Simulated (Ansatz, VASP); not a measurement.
Ir: VASP beside Ansatz

The input INCAR:

```
SYSTEM = Ir
PREC     = Accurate       ! precision mode
ENCUT    = 520            ! plane-wave cutoff, eV
EDIFF    = 1E-6           ! SCF threshold, eV
ISMEAR   = -1             ! smearing method
SIGMA    = 0.05           ! smearing width, eV
LREAL    = .False.        ! projectors in reciprocal space
LASPH    = .True.         ! aspherical terms in the spheres
NELM     = 80             ! most SCF steps
ALGO     = Normal         ! electronic algorithm
ISIF     = 2              ! what is computed and relaxed
LWAVE    = .False.        ! write WAVECAR
LCHARG   = .False.        ! write CHGCAR
GGA      = PE             ! functional
NBANDS   = 10             ! bands
```

File KPOINTS:

```
regular mesh
0
Gamma
  15 15 15
  0 0 0
```

Contents of POSCAR:

```
Ir
1.0
    0.0000000000      1.9068157192      1.9068157192
    1.9068157192      0.0000000000      1.9068157192
    1.9068157192      1.9068157192      0.0000000000
Ir
1
Direct
    0.0000000000      0.0000000000      0.0000000000
```

Input for Ansatz:

```yaml
crystal:
  lattice:
    - [0.0, 1.9068157192, 1.9068157192]
    - [1.9068157192, 0.0, 1.9068157192]
    - [1.9068157192, 1.9068157192, 0.0]
  atoms:
    - { symbol: Ir, position: [0.0, 0.0, 0.0] }
kpoints:
  mp_grid: { grid: [15, 15, 15] }
  band_path:
    path:
      - [0.0, 0.0, 0.0]
      - [0.5, 0.0, 0.5]
      - [0.625, 0.25, 0.625]
      - [0.375, 0.375, 0.75]
      - [0.0, 0.0, 0.0]
      - [0.5, 0.5, 0.5]
      - [0.5, 0.25, 0.75]
      - [0.5, 0.0, 0.5]
    npoints: 5
scf:
  occupations: { method: fermi_dirac, width: 0.05 }
hamiltonian:
  xc: pbe
  pseudopotentials: { kind: all_electron, lapw: { basis_error: 0.0005 } }
output:
  forces: true
  stress: true
  eigenvalues: true
```

Change from the starting cell: volume scaled by 0.98.

Alike in both runs: task single point; functional PBE; k mesh 15 × 15 × 15; occupations fermi-dirac, width 0.05 eV; no spin polarisation.

|  | VASP | Ansatz |
| --- | --- | --- |
| version | VASP 6.6.1 | Ansatz 0.2.0 |
| potentials or method | VASP PAW PBE potentials, release 64 (Ir) | all-electron LAPW, scalar-relativistic |
| plane-wave cutoff (eV) | 520 | see its input |

Ansatz gave:

- pressure (GPa): 17.2

Estimate VASP's values.

pressure (GPa): 18.0.

Ansatz ran all-electron here, so the differences hold the error of VASP's frozen core and of both bases.

Caveats: so large a pressure means that the cell lies far from this level's equilibrium, or that cutoff or potentials fall short (VASP). Spin-orbit coupling is left out, which matters for the levels of Ir.
